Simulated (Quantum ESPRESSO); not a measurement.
# Ru (P6_3/mmc) in Quantum ESPRESSO: notebook, part 2 of 2

Quantum ESPRESSO 7.5. Earlier steps stand in the parts before.

**3. Phonons, LDA**

Input file pw.in:

```
&CONTROL
  calculation = 'scf'
  prefix = 'pwscf'
  outdir = './tmp'
  pseudo_dir = './pseudo'
  tprnfor = .true.
  tstress = .true.
  disk_io = 'low'
/
&SYSTEM
  ibrav = 0
  celldm(1) = 8
  nat = 2
  ntyp = 1
  ecutwfc = 88
  nbnd = 24
  occupations = 'smearing'
  smearing = 'mv'
  degauss = 0.01469973
/
&ELECTRONS
  conv_thr = 4d-10
  electron_maxstep = 120
  mixing_beta = 0.5
/
ATOMIC_SPECIES
Ru   101.0700 Ru.upf
CELL_PARAMETERS alat
  0.6391526185016   0.0000000000000   0.0000000000000
 -0.3195763092508   0.5535224045272   0.0000000000000
  0.0000000000000   0.0000000000000   1.0114522866294
ATOMIC_POSITIONS crystal
Ru     0.6666666667    0.3333333333    0.7500000000
Ru     0.3333333333    0.6666666667    0.2500000000
K_POINTS automatic
11 11 6 0 0 0
```

Input file relax.in:

```
&CONTROL
  calculation = 'vc-relax'
  prefix = 'pwscf'
  outdir = './tmp'
  pseudo_dir = './pseudo'
  tprnfor = .true.
  tstress = .true.
  disk_io = 'low'
  nstep = 40
  forc_conv_thr = 0.0001
  etot_conv_thr = 1d-06
/
&SYSTEM
  ibrav = 0
  celldm(1) = 8
  nat = 2
  ntyp = 1
  ecutwfc = 88
  nbnd = 24
  occupations = 'smearing'
  smearing = 'mv'
  degauss = 0.01469973
/
&ELECTRONS
  conv_thr = 4d-10
  electron_maxstep = 120
  mixing_beta = 0.5
/
&IONS
  ion_dynamics = 'bfgs'
/
&CELL
  cell_dynamics = 'bfgs'
  press = 0
  press_conv_thr = 0.2
/
ATOMIC_SPECIES
Ru   101.0700 Ru.upf
CELL_PARAMETERS alat
  0.6391526185016   0.0000000000000   0.0000000000000
 -0.3195763092508   0.5535224045272   0.0000000000000
  0.0000000000000   0.0000000000000   1.0114522866294
ATOMIC_POSITIONS crystal
Ru     0.6666666667    0.3333333333    0.7500000000
Ru     0.3333333333    0.6666666667    0.2500000000
K_POINTS automatic
11 11 6 0 0 0
```

Input file scf2.in:

```
&CONTROL
  calculation = 'scf'
  prefix = 'pwscf'
  outdir = './tmp'
  pseudo_dir = './pseudo'
  tprnfor = .true.
  tstress = .true.
  disk_io = 'low'
/
&SYSTEM
  ibrav = 0
  celldm(1) = 8
  nat = 2
  ntyp = 1
  ecutwfc = 88
  nbnd = 24
  occupations = 'smearing'
  smearing = 'mv'
  degauss = 0.01469973
/
&ELECTRONS
  conv_thr = 1d-13
  electron_maxstep = 120
  mixing_beta = 0.5
  startingpot = 'file'
  startingwfc = 'file'
/
ATOMIC_SPECIES
Ru   101.0700 Ru.upf
CELL_PARAMETERS alat
  0.6319590685826   0.0000000000068   0.0000000000000
 -0.3159795342972   0.5472926075411   0.0000000000000
  0.0000000000000   0.0000000000000   0.9998403064205
ATOMIC_POSITIONS crystal
Ru     0.6666666666    0.3333333332    0.7500000000
Ru     0.3333333332    0.6666666666    0.2500000000
K_POINTS automatic
11 11 6 0 0 0
```

Input file ph.in:

```
phonons of Ru
&INPUTPH
  prefix = 'pwscf'
  outdir = './tmp'
  tr2_ph = 1d-18
  fildyn = 'dyn'
  niter_ph = 90
  alpha_mix(1) = 0.4
/
0.0000000000 0.0000000000 0.0000000000
```

Input file dynmat.in:

```
&INPUT
  fildyn = 'dyn'
  asr = 'crystal'
  filout = 'dynmat.disp'
  fileig = 'dynmat.eig'
/
```

Potentials or basis: PseudoDojo 0.4.1 SR LDA standard.

The run is started by

```console
> OMP_NUM_THREADS=1 mpirun -n 4 pw.x -nk 4 -in pw.in > pw.out
> OMP_NUM_THREADS=1 mpirun -n 4 pw.x -nk 4 -in relax.in > relax.out
> OMP_NUM_THREADS=1 mpirun -n 4 pw.x -nk 4 -in scf2.in > scf2.out
> OMP_NUM_THREADS=1 mpirun -n 4 ph.x -nk 4 -in ph.in > ph.out
> OMP_NUM_THREADS=1 mpirun -n 1 dynmat.x -in dynmat.in > dynmat.out
```

pw.out:

```text
This program is part of the open-source Quantum ESPRESSO suite
     for quantum simulation of materials; please cite
[... 6 lines left out ...]
     using ibrav=0 with symmetry is DISCOURAGED, use correct ibrav instead

     K-points division:     npool     =       4
     Subspace diagonalization in iterative solution of the eigenvalue problem:
     a serial algorithm will be used

     G-vector sticks info
     --------------------
     sticks:   dense  smooth     PW     G-vecs:    dense   smooth      PW
     Sum         637     637    199                20377    20377    3369

     Using Slab Decomposition

     bravais-lattice index     =            0
     lattice parameter (alat)  =       8.0000  a.u.
     unit-cell volume          =     183.2125 (a.u.)^3
     number of atoms/cell      =            2
     number of atomic types    =            1
     number of electrons       =        32.00
     number of Kohn-Sham states=           24
     kinetic-energy cutoff     =      88.0000  Ry
     charge density cutoff     =     352.0000  Ry
     scf convergence threshold =      4.0E-10
     mixing beta               =       0.5000
     number of iterations used =            8  plain     mixing
     Exchange-correlation= SLA  PW   NOGX NOGC
                           (   1   4   0   0   0   0   0)

     celldm(1)=   8.000000  celldm(2)=   0.000000  celldm(3)=   0.000000
     celldm(4)=   0.000000  celldm(5)=   0.000000  celldm(6)=   0.000000

     crystal axes: (cart. coord. in units of alat)
               a(1) = (   0.639153   0.000000   0.000000 )
               a(2) = (  -0.319576   0.553522   0.000000 )
               a(3) = (   0.000000   0.000000   1.011452 )

     reciprocal axes: (cart. coord. in units 2 pi/alat)
               b(1) = (  1.564572  0.903306 -0.000000 )
               b(2) = (  0.000000  1.806612  0.000000 )
               b(3) = (  0.000000 -0.000000  0.988677 )

     PseudoPot. # 1 for Ru read from file:
     Ru.upf
     Pseudo is Norm-conserving + core correction, Zval = 16.0
     Generated using ONCVPSP code by D. R. Hamann
     Using radial grid of 1548 points,  6 beta functions with:
                l(1) =   0
                l(2) =   0
                l(3) =   1
                l(4) =   1
                l(5) =   2
                l(6) =   2

     atomic species   valence    mass     pseudopotential
     Ru               16.00   101.07000     Ru( 1.00)

     24 Sym. Ops., with inversion, found (12 have fractional translation)

   Cartesian axes

     site n.     atom                  positions (alat units)
         1        Ru     tau(   1) = (   0.3195763   0.1845075   0.7585892  )
         2        Ru     tau(   2) = (  -0.0000000   0.3690149   0.2528631  )

     number of k points=    64  Marzari-Vanderbilt smearing, width (Ry)=  0.0147
                       cart. coord. in units 2pi/alat
        k(    1) = (   0.0000000   0.0000000   0.0000000), wk =   0.0027548
        k(    2) = (   0.0000000   0.0000000   0.1647796), wk =   0.0055096
        k(    3) = (   0.0000000   0.0000000   0.3295591), wk =   0.0055096
        k(    4) = (   0.0000000   0.0000000  -0.4943387), wk =   0.0027548
        k(    5) = (   0.0000000   0.1642374   0.0000000), wk =   0.0165289
        k(    6) = (   0.0000000   0.1642374   0.1647796), wk =   0.0330579
[... 56 lines left out ...]
        k(   63) = (   0.4267013   0.9033058   0.3295591), wk =   0.0330579
        k(   64) = (   0.4267013   0.9033058  -0.4943387), wk =   0.0165289

     Dense  grid:    20377 G-vectors     FFT dimensions: (  32,  32,  50)

     Initial potential from superposition of free atoms

     starting charge      31.9989, renormalised to      32.0000
     Starting wfcs are   20 randomized atomic wfcs +    4 random wfcs

     Self-consistent Calculation

     iteration #  1     ecut=    88.00 Ry     beta= 0.50
     Davidson diagonalization with overlap
     ethr =  1.00E-02,  avg # of iterations =  4.1

     Threshold (ethr) on eigenvalues was too large:
     Diagonalizing with lowered threshold

     Davidson diagonalization with overlap
     ethr =  8.70E-04,  avg # of iterations =  1.1

     total energy              =    -404.45869261 Ry
     estimated scf accuracy    <       0.28395023 Ry

     iteration #  2     ecut=    88.00 Ry     beta= 0.50
     Davidson diagonalization with overlap
     ethr =  8.87E-04,  avg # of iterations =  2.3
[... 36 lines left out ...]
     total energy              =    -404.52530810 Ry
     estimated scf accuracy    <          8.0E-09 Ry

     iteration #  8     ecut=    88.00 Ry     beta= 0.50
     Davidson diagonalization with overlap
     ethr =  2.51E-11,  avg # of iterations =  2.0

     End of self-consistent calculation

          k = 0.0000 0.0000 0.0000 (  2575 PWs)   bands (ev):

   -49.5900 -49.3832 -20.1468 -19.2010 -19.2010 -19.0289 -19.0289 -18.9887
    15.3402  17.1528  20.7848  20.7848  20.9565  21.4707  21.4707  22.0034
    22.0034  24.5990  24.5990  24.6682  33.6398  38.5105  41.0730  41.7001

          k = 0.0000 0.0000 0.1648 (  2556 PWs)   bands (ev):

   -49.5764 -49.3973 -20.0726 -19.1895 -19.1895 -19.0700 -19.0405 -19.0405
    15.6481  17.2511  20.6327  20.6327  20.8081  21.2957  21.2957  22.3987
    22.3987  23.7047  24.6046  24.6046  34.9285  38.0207  40.8921  42.1296
[... 367 lines left out ...]
          k = 0.4267 0.9033-0.4943 (  2568 PWs)   bands (ev):

   -49.3679 -49.3679 -19.9184 -19.9184 -19.6084 -19.6084 -19.1899 -19.1899
    18.4856  18.4856  19.4003  19.4003  20.6658  20.6658  22.2979  22.2979
    24.6901  24.6901  31.1379  31.1379  34.2349  34.2349  35.4026  35.4026

     the Fermi energy is    23.3308 ev

!    total energy              =    -404.52530810 Ry
     estimated scf accuracy    <          2.0E-10 Ry
     smearing contrib. (-TS)   =       0.00021625 Ry
     internal energy E=F+TS    =    -404.52552435 Ry

     The total energy is F=E-TS. E is the sum of the following terms:
     one-electron contribution =     -65.13012320 Ry
     hartree contribution      =      56.62974141 Ry
     xc contribution           =     -68.04072968 Ry
     ewald contribution        =    -327.98441288 Ry

     convergence has been achieved in   8 iterations

     Forces acting on atoms (cartesian axes, Ry/au):

     atom    1 type  1   force =     0.00000000   -0.00000000    0.00000000
     atom    2 type  1   force =    -0.00000000    0.00000000    0.00000000

     Total force =     0.000000     Total SCF correction =     0.000000

     Computing stress (Cartesian axis) and pressure

          total   stress  (Ry/bohr**3)                   (kbar)     P=     -115.55
  -0.00076513  -0.00000000   0.00000000         -112.55       -0.00        0.00
  -0.00000000  -0.00076513   0.00000000           -0.00     -112.55        0.00
   0.00000000   0.00000000  -0.00082616            0.00        0.00     -121.53

=------------------------------------------------------------------------------=
   JOB DONE.
=------------------------------------------------------------------------------=
```

Run time: 3.8 min. Hardware: 4 MPI ranks of Arm Neoverse V2, shared host; peak memory 0.28 GiB.

Results:

* Free energy: -5503.8811 eV
* Relaxed volume: 13.12 Å³/atom
* Relaxed cell: a = 2.675 Å, b = 2.675 Å, c = 4.233 Å, α = 90.00°, β = 90.00°, γ = 120.00°
* Space group after relaxing (to 0.05 Å): P6_3/mmc (No. 194)
* Pressure after relaxing: 0.0 GPa
* Band gap on the k mesh: none (metal or under the smearing width)
* Highest phonon frequency at Γ: 273 cm⁻¹

Step by step:
```tsv
step	energy change (eV)	largest force (eV/Å)	pressure (GPa)	volume (Å³)
1	0.0000	0.0000	-11.55	27.15
2	-0.0141	0.0000	9.89	25.58
3	-0.0339	0.0000	-0.60	26.28
4	-0.0340	0.0000	-0.03	26.24
5	-0.0340	0.0000	0.01	26.24
```

Final structure:
```cif
data_structure
_symmetry_space_group_name_H-M 'P 1'
_symmetry_Int_Tables_number 1
_cell_length_a 2.6753
_cell_length_b 2.6753
_cell_length_c 4.2327
_cell_angle_alpha 90.000
_cell_angle_beta 90.000
_cell_angle_gamma 120.000
_cell_volume 26.24
loop_
_atom_site_label
_atom_site_type_symbol
_atom_site_fract_x
_atom_site_fract_y
_atom_site_fract_z
_atom_site_occupancy
Ru1 Ru 0.66667 0.33333 0.75000 1
Ru2 Ru 0.33333 0.66667 0.25000 1
```

Phonon frequencies in cm⁻¹ (negative: imaginary):
```
              q point          frequencies
(0.000, 0.000, 0.000)  -1 -1 0 186 186 273
```

Optical modes at Γ, degenerate ones joined:
| cm⁻¹ | components | symmetry | active in |
| --- | --- | --- | --- |
| 186 | 2 | E2g | Raman |
| 273 | 1 | B1g | silent |

Caveat: the mesh is thin for the phonons of a metal.
